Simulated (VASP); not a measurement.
Runs of VASP 6.6.1 on Si. It takes space group I4/mmm (No. 139, tetragonal). Conventional cell: a = 3.254 Å, b = 3.254 Å, c = 2.641 Å, α = 90.00°, β = 90.00°, γ = 90.00°. Si (site symmetry 4/mmm) is surrounded by 10 Si at 2.64 to 2.65 Å. This isn't the form of Si at room conditions, which is diamond.

```csv
task,level,potentials or basis,cell,k mesh,cutoff (eV),smearing,ladder,mesh quality,gap on the mesh (eV),pressure (GPa),V0 of scaled cells (Å³/atom),B0 (GPa)
single point,PBE,"VASP PAW PBE potentials, release 64 (Si)","I4/mmm, 13.98 Å³/atom",13 × 13 × 13,520,fermi-dirac 0.05 eV,-,not flagged,none,3.5,-,-
single point,PBE,"VASP PAW PBE potentials, release 64 (Si)",cell strained at random at fixed volume,13 × 13 × 13,520,fermi-dirac 0.05 eV,-,not flagged,none,3.5,-,-
equation of state,PBE,"VASP PAW PBE potentials, release 64 (Si)","I4/mmm, 13.98 Å³/atom",13 × 13 × 13,520,fermi-dirac 0.05 eV,-,not flagged,-,-,14.50,87
single point,PBE,"VASP PAW PBE potentials, release 64 (Si_GW)","I4/mmm, 13.98 Å³/atom",8 × 8 × 8,450,gaussian 0.02 eV,-,coarse,none,(a),-,-
single point,PBE,"VASP PAW PBE potentials, release 64 (Si_GW)","I4/mmm, 13.98 Å³/atom",6 × 6 × 6,450,gaussian 0.02 eV,-,coarse,none,2.3,-,-
equation of state,r2SCAN,"VASP PAW PBE potentials, release 64 (Si)","I4/mmm, 14.08 Å³/atom",12 × 12 × 12,520,fermi-dirac 0.05 eV,gaps,not flagged,-,-,14.08,(c)
single point,PBE,"VASP PAW PBE potentials, release 64 (Si_GW)","I4/mmm, 13.98 Å³/atom",7 × 7 × 7,500,gaussian 0.02 eV,-,coarse,none,3.6,-,-
equation of state,LDA,"VASP PAW LDA potentials, release 64 (Si)","I4/mmm, 13.99 Å³/atom",12 × 12 × 12,520,fermi-dirac 0.05 eV,gaps,not flagged,-,-,14.00,(b)
```

Alike in all rows: no spin polarisation.

Question: Fill in the values left out.

Answer: (a) 3.8; (b) 100; (c) 95.

Caveats: some runs use coarse meshes; the cell was scaled at fixed shape and fractional positions, which overstates the stiffness of a crystal with free parameters, most of all of layers and chains (some runs); the PAW data sets were made with another functional, which shifts forces and pressure a little (some runs).

A gap of «none» marks a metal or a gap under the smearing width.
